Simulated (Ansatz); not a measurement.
# SiO2: a run for the field gradients

```yaml
crystal:
  lattice:
    - [6.7984988707, 3.9251151531, 4.9453227949]
    - [-6.7984988707, 3.9251151531, 4.9453227949]
    - [0.0, -7.8502303062, 4.9453227949]
  atoms:
    - { symbol: Si, position: [0.3342762193, 0.1054204825, 0.8752381862] }
    - { symbol: Si, position: [0.1054204825, 0.8752381862, 0.3342762193] }
    - { symbol: Si, position: [0.8752381862, 0.3342762193, 0.1054204825] }
    - { symbol: Si, position: [0.1247618138, 0.8945795175, 0.6657237807] }
    - { symbol: Si, position: [0.8945795175, 0.6657237807, 0.1247618138] }
    - { symbol: Si, position: [0.6657237807, 0.1247618138, 0.8945795175] }
    - { symbol: Si, position: [0.6657237807, 0.8945795175, 0.1247618138] }
    - { symbol: Si, position: [0.8945795175, 0.1247618138, 0.6657237807] }
    - { symbol: Si, position: [0.1247618138, 0.6657237807, 0.8945795175] }
    - { symbol: Si, position: [0.8752381862, 0.1054204825, 0.3342762193] }
    - { symbol: Si, position: [0.1054204825, 0.3342762193, 0.8752381862] }
    - { symbol: Si, position: [0.3342762193, 0.8752381862, 0.1054204825] }
    - { symbol: O, position: [0.2631181805, 0.0, 0.7368818195] }
    - { symbol: O, position: [0.0, 0.7368818195, 0.2631181805] }
    - { symbol: O, position: [0.7368818195, 0.2631181805, 0.0] }
    - { symbol: O, position: [0.7368818195, 0.0, 0.2631181805] }
    - { symbol: O, position: [0.0, 0.2631181805, 0.7368818195] }
    - { symbol: O, position: [0.2631181805, 0.7368818195, 0.0] }
    - { symbol: O, position: [0.6744800195, 0.9761431857, 0.9761431857] }
    - { symbol: O, position: [0.9761431857, 0.9761431857, 0.6744800195] }
    - { symbol: O, position: [0.9761431857, 0.6744800195, 0.9761431857] }
    - { symbol: O, position: [0.0238568143, 0.0238568143, 0.3255199805] }
    - { symbol: O, position: [0.0238568143, 0.3255199805, 0.0238568143] }
    - { symbol: O, position: [0.3255199805, 0.0238568143, 0.0238568143] }
    - { symbol: O, position: [0.2518120148, 0.8933184751, 0.2518120148] }
    - { symbol: O, position: [0.2518120148, 0.2518120148, 0.8933184751] }
    - { symbol: O, position: [0.8933184751, 0.2518120148, 0.2518120148] }
    - { symbol: O, position: [0.1066815249, 0.7481879852, 0.7481879852] }
    - { symbol: O, position: [0.7481879852, 0.1066815249, 0.7481879852] }
    - { symbol: O, position: [0.7481879852, 0.7481879852, 0.1066815249] }
    - { symbol: O, position: [0.5, 0.8469655168, 0.1530344832] }
    - { symbol: O, position: [0.1530344832, 0.5, 0.8469655168] }
    - { symbol: O, position: [0.8469655168, 0.1530344832, 0.5] }
    - { symbol: O, position: [0.5, 0.1530344832, 0.8469655168] }
    - { symbol: O, position: [0.8469655168, 0.5, 0.1530344832] }
    - { symbol: O, position: [0.1530344832, 0.8469655168, 0.5] }
kpoints:
  mp_grid: { grid: [3, 3, 3] }
scf:
  occupations: { method: fermi_dirac, width: 0.02 }
  max_iter: 1
hamiltonian:
  xc: pbe
  pseudopotentials: { kind: paw }
output:
  forces: true
  stress: true
  populations: true
  efg: { quadrupole_moments_barn: { O: -0.02558 }, contact_densities: true }
```

```sh
ansatz run input.yaml --threads 4 --pin off --max-ram 8192MiB --backend cpu --events-out ev --progress --plain --runs-dir out
```

Task: Does this calculation finish, and if not, why?

Result: The calculation stopped without meeting its thresholds. The input holds a cap of too few SCF iterations. The program says:

```
Error: did not converge after 1 iterations: dr2 = 2.50e-2 (threshold 1.00e-7), under the density mixer `msr1`, which `scf.mixing.algorithm: auto` chose by the deck's other keys (type `scf.mixing.algorithm: msr1` to keep it); raise `scf.max_iter`, which need not help a stalled SCF, or adjust the mixing (`scf.mixing`) or, under a smearing, its width (`scf.occupations.width`, in either direction: another width is another result) …
```

```
SCF iter   1: F=—  HF=-21288.729251 eV  |F-HF|=—  |Δ(HF+E_count)|=         —  Δρ=1.75e-3  dr2=2.50e-2  ethr=1.77e-3  ⟨swp⟩=14.2  Hψ=10085  notcnv=0
```

Against a sound input the change was `scf.max_iter`: not typed → 1.

With the sound settings the run converges and gives V_zz (10²¹ V/m²) Si 0.85 (η 0.90), O13 9.43 (η 0.16), O19 9.44 (η 0.09), O25 9.59 (η 0.18), O31 9.29 (η 0.24); a site carries the number of its first atom in the input. These hold for the positions as typed, which a relaxation reached.
